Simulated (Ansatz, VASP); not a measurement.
**One calculation of Ti, two programs**

The input INCAR:

```
ALGO = Normal ; EDIFF = 1E-7
ENCUT = 520 ; ISIF = 2
ISMEAR = -1 ; LASPH = T
LCHARG = F ; LREAL = F
LWAVE = F ; NBANDS = 19
NELM = 80 ; PREC = Accurate
SIGMA = 0.1
```

Contents of KPOINTS:

```
k-points
0
Gamma
  13 13 7
```

File POSCAR:

```
Ti
1.0
    2.8638698861      0.0000000000      0.0000000000
   -1.4319349430      2.4801840745      0.0000000000
    0.0000000000      0.0000000000      4.5399943151
Ti
2
Direct
    0.3333333333      0.6666666667      0.2500000000
    0.6666666667      0.3333333333      0.7500000000
```

Input for Ansatz:

```yaml
crystal:
  lattice:
    - [2.8638698861, 0.0, 0.0]
    - [-1.431934943, 2.4801840745, 0.0]
    - [0.0, 0.0, 4.5399943151]
  atoms:
    - { symbol: Ti, position: [0.3333333333, 0.6666666667, 0.25] }
    - { symbol: Ti, position: [0.6666666667, 0.3333333333, 0.75] }
hamiltonian:
  xc: lda
  pseudopotentials:
    kind: paw
    azcp:
      Ti: "pseudopotentials/Ti.paw.azcp"
basis:
  ecutwfc: 600
  fft_grid_basis: typed
kpoints:
  mp_grid: { grid: [13, 13, 7], shift: [0, 0, 0] }
magnetization:
  spin_polarized: false
scf:
  occupations: { method: fermi_dirac, width: 0.1 }
  lower_state_search: "off"
output:
  stress: true
  write_density: true
  write_potential: true
  elf: true
  volumetric_format: npy
```

Alike in both runs: task single point; functional LDA; k mesh 13 × 13 × 7; occupations fermi-dirac, width 0.1 eV; no spin polarisation.

```csv
,VASP,Ansatz
version,VASP 6.6.1,Ansatz 0.2.0
potentials or method,"VASP PAW LDA potentials, release 64 (Ti_sv)","plane waves (600 eV) with PAW, scalar-relativistic"
plane-wave cutoff (eV),520,600
valence electrons in the cell,24,24
```

Ansatz gave:

- pressure (GPa): 0.0

Question: Which values does VASP return?

Answer: Pressure (GPa): -0.2.

Ansatz warned: «pseudo_functional_mismatch».
